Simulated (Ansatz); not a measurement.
Input and command of a calculation in Ansatz (plane waves; scalar-relativistic PAW potentials unless the input names others):

```yaml
crystal:
  lattice:
    - [-1.6593948201, 1.6593948201, 1.6593948201]
    - [1.6593948201, -1.6593948201, 1.6593948201]
    - [3.3187896402, 3.3187896402, 0.0]
  atoms:
    - { symbol: Ta, position: [0.0, 0.0, 0.0] }
    - { symbol: Ta, position: [0.5, 0.5, 0.5] }
basis:
  ecutwfc: 420
kpoints:
  mp_grid: { grid: [22, 22, 14] }
hamiltonian:
  xc: pbe
  pseudopotentials: { kind: nc }
scf:
  occupations: { method: gaussian, width: 0.15 }
  max_iter: 50
output:
  forces: true
  eigenvalues: true
  stress: true
magnetization:
  spin_polarized: true
  spin_orbit: true
```

```bash
ansatz run input.yaml --threads 2 --pin off --max-ram 5120MiB --backend cpu --events-out ev --progress --plain --runs-dir out
```

Q: Will this input run?

A: The program refuses it, because of spin-orbit coupling on scalar files and without noncollinear: true (magnetization: not typed → {"spin_polarized": true, "spin_orbit": true}; hamiltonian.pseudopotentials: not typed → {"kind": "nc"}). Without those keys it is accepted.

Abridged log:
```
Error: 2 input errors — fix all and re-run
  1. inconsistent input (magnetization.spin_orbit, magnetization.noncollinear): true requires noncollinear: true — spin–orbit coupling acts on 2-spinor wavefunctions; set both flags
  2. inconsistent input (magnetization.spin_orbit, hamiltonian.pseudopotentials.kind): true requires a fully-relativistic hamiltonian.pseudopotentials.kind (nc_fr or paw_fr), or kind: all_electron without datasets and azcp, which then solves Dirac's equation on LAPW. paw_fr resolves this project's PAW files (source: ansatz) by j as it reads them
```